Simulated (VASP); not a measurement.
# BaZrO3 (Pm-3m) in VASP: settings compared, part 2 of 2

VASP 6.6.1. Earlier steps stand in the parts before.

## 5. Optical spectrum, PBE

The input, INCAR:

```
SYSTEM = BaZrO3
PREC = Accurate
ENCUT = 520
EDIFF = 1E-6
ISMEAR = 0
SIGMA = 0.03
LREAL = .FALSE.
LASPH = .TRUE.
NELM = 80
ALGO = Fast
ISIF = 2
LWAVE = .FALSE.
LCHARG = .FALSE.
GGA = PE
LOPTICS = .TRUE.
NBANDS = 52
NEDOS = 1000
CSHIFT = 0.1
KPAR = 4
```

The input, KPOINTS:

```
regular mesh
0
G
  6 6 6
  0 0 0
```

The input, POSCAR:

```
BaZrO3                                  
1.0
    4.1893664087      0.0000000000      0.0000000000
    0.0000000000      4.1893664087      0.0000000000
    0.0000000000      0.0000000000      4.1893664087
  Ba              Zr              O             
     1     1     3
Direct
     0.0000000000000000    0.0000000000000000    0.0000000000000000
     0.5000000000000000    0.5000000000000000    0.5000000000000000
     0.0000000000000000    0.5000000000000000    0.5000000000000000
     0.5000000000000000    0.0000000000000000    0.5000000000000000
     0.5000000000000000    0.5000000000000000    0.0000000000000000
```

Potentials or basis: VASP PAW PBE potentials, release 64 (Ba_sv, Zr_sv, O).

Launch:

```
cat potpaw_PBE.64/Ba_sv/POTCAR potpaw_PBE.64/Zr_sv/POTCAR potpaw_PBE.64/O/POTCAR > POTCAR
mpirun -np 4 vasp_std > vasp.out
```

OUTCAR:

```text
SYSTEM = BaZrO3
   PREC = Accurate
   ENCUT = 520
   EDIFF = 1E-6
   ISMEAR = 0
   LREAL = .FALSE.
   LASPH = .TRUE.
   NELM = 80
   ISIF = 2
   GGA = PE

 ion  position               nearest neighbor table
   1  0.000  0.000  0.000-   3 2.96   4 2.96   5 2.96   3 2.96   4 2.96   3 2.96   5 2.96   3 2.96
                             4 2.96   5 2.96   4 2.96   5 2.96   2 3.63   2 3.63   2 3.63   2 3.63
   2  0.500  0.500  0.500-   3 2.09   4 2.09   5 2.09   5 2.09   4 2.09   3 2.09   1 3.63   1 3.63
                             1 3.63   1 3.63   1 3.63   1 3.63   1 3.63   1 3.63
[... 1145 lines left out ...]
    90.87830     0.93098     0.93098     0.93098     0.00000     0.00000     0.00000
    91.80563     0.93245     0.93245     0.93245     0.00000     0.00000     0.00000

  frequency dependent IMAGINARY DIELECTRIC FUNCTION (independent particle, no local field effects) current-current
     E(ev)      X         Y         Z        XY        YZ        ZX
  --------------------------------------------------------------------------------------------------------------
     0.00000     8.47843     8.47843     8.47843    -0.00000    -0.00000    -0.00000
     0.92733     0.87646     0.87646     0.87646    -0.00000    -0.00000    -0.00000
     1.85466     0.49006     0.49006     0.49006    -0.00000    -0.00000    -0.00000
     2.78199     0.42060     0.42060     0.42060     0.00000    -0.00000    -0.00000
     3.70932     0.87676     0.87676     0.87676     0.00000    -0.00000    -0.00000
     4.63665     2.53023     2.53023     2.53023     0.00000    -0.00000     0.00000
[... 92 lines left out ...]
    90.87830     0.00001     0.00001     0.00001    -0.00000     0.00000    -0.00000
    91.80563     0.00001     0.00001     0.00001    -0.00000     0.00000    -0.00000

  frequency dependent      REAL DIELECTRIC FUNCTION (independent particle, no local field effects) current-current
     E(ev)        X           Y           Z          XY          YZ          ZX
  --------------------------------------------------------------------------------------------------------------
     0.00000     4.92751     4.92751     4.92751    -0.00000    -0.00000    -0.00000
     0.92733     4.99273     4.99273     4.99273    -0.00000    -0.00000    -0.00000
     1.85466     5.21461     5.21461     5.21461    -0.00000    -0.00000    -0.00000
     2.78199     5.71048     5.71048     5.71048    -0.00000    -0.00000    -0.00000
     3.70932     6.56208     6.56208     6.56208    -0.00000    -0.00000    -0.00000
     4.63665     8.18998     8.18998     8.18998     0.00000    -0.00000    -0.00000
[... 92 lines left out ...]
    90.87830     0.93099     0.93099     0.93099     0.00000     0.00000     0.00000
    91.80563     0.93246     0.93246     0.93246     0.00000     0.00000     0.00000
```

stdout:

```text
POSCAR found type information on POSCAR BaZrO
 POSCAR found :  3 types and       5 ions
 scaLAPACK will be used
 LDA part: xc-table for (Slater+PW92), standard interpolation
 POSCAR, INCAR and KPOINTS ok, starting setup
 FFT: planning ... GRIDC
 FFT: planning ... GRID_SOFT
 FFT: planning ... GRID
 WAVECAR not read
 entering main loop
WARNING in EDDRMM: call to ZHEGV failed, returncode =   8  4     32
 optical routines
 imaginary and real dielectric function
 recalculating local potential from charge density
 direction            1
 direction            2
 direction            3
```

It took 14 s on 4 MPI ranks of AMD EPYC 9R45 (Zen 5), shared host; peak memory 0.25 GiB.

Results:

```
Free energy            : -41.6826 eV
Pressure               : 5.3 GPa
Band gap on the k mesh : 3.19 eV, indirect (least direct gap 3.41 eV)
```

Dielectric function (mean over the directions given):
```tsv
energy (eV)	real part	imaginary part
0.28	4.94	0.00
1.30	5.06	0.02
2.32	5.42	0.05
3.34	6.40	0.28
4.36	7.56	1.07
5.38	5.55	3.97
6.40	2.53	6.97
7.51	4.93	4.42
8.53	1.70	4.09
9.55	0.32	6.40
10.57	-1.45	3.66
11.59	-0.82	1.41
12.61	0.30	0.68
13.72	1.19	1.45
14.74	1.56	1.03
15.76	2.12	1.89
16.78	2.24	2.71
17.80	1.07	3.14
18.82	-0.02	3.21
19.94	-1.14	1.41
```

Caveat: spectra need much finer meshes, so this one isn't converged; independent-particle spectra lack excitons; spin-orbit coupling is left out, which moves the levels of the heavy elements.

## 6. Overview

```csv
task,level,spin,further INCAR settings,gap on the mesh (eV),pressure (GPa)
band structure,PBE,off,ALGO = Fast; EDIFF = 1e-06,3.19,5.3
band structure,r2SCAN,off,ALGO = Normal; EDIFF = 1e-06,3.71,3.0
band structure,PBE,"SOC, no magnetisation",ALGO = Fast; EDIFF = 1e-06,-,5.3
optical spectrum,PBE,off,ALGO = Fast; EDIFF = 1e-06; NBANDS = 52,3.19,5.3
```

Alike in all rows: potentials or basis VASP PAW PBE potentials, release 64 (Ba_sv, Zr_sv, O); cell as given; k mesh 6 × 6 × 6; cutoff (eV) 520; smearing gaussian 0.03 eV.

On the cell as given the gap runs from 3.19 eV (PBE) to 3.71 eV (r2SCAN). The pressure there spans 3.0 GPa (r2SCAN) to 5.3 GPa (PBE); a positive pressure means that this level wants a larger cell, a negative one a smaller.

Caveats: spin-orbit coupling is left out, which moves the levels of the heavy elements (some runs); the PAW data sets were made with another functional, which shifts forces and pressure a little (some runs); spectra need much finer meshes, so this one isn't converged (some runs); independent-particle spectra lack excitons (some runs).

Absolute energies hang on the potentials; compare differences alone.
